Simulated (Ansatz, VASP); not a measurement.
# One calculation of P, two programs

```
P
1.0
    -1.52642    1.52642    1.52642
     1.52642   -1.52642    1.52642
     1.52642    1.52642   -1.52642
P
1
Direct
  0.00000 0.00000 0.00000
```

Alike in both runs: functional PBE; k mesh 14 × 14 × 14; occupations fermi-dirac, width 0.1 eV; no spin polarisation.

Ansatz relaxed the structure, and its values are those at the end. VASP's run is a single point on that final structure, the one shown.

|  | VASP | Ansatz |
| --- | --- | --- |
| version | VASP 6.6.1 | Ansatz 0.2.0 |
| potentials or method | VASP PAW PBE potentials, release 64 (P) | plane waves (420 eV) with PAW, scalar-relativistic |
| plane-wave cutoff (eV) | 520 | 420 |
| valence electrons in the cell | 5 | 5 |

Ansatz gave:

* pressure (GPa): 0.0

Q: Which values does VASP return?

A: Pressure (GPa): -0.2.
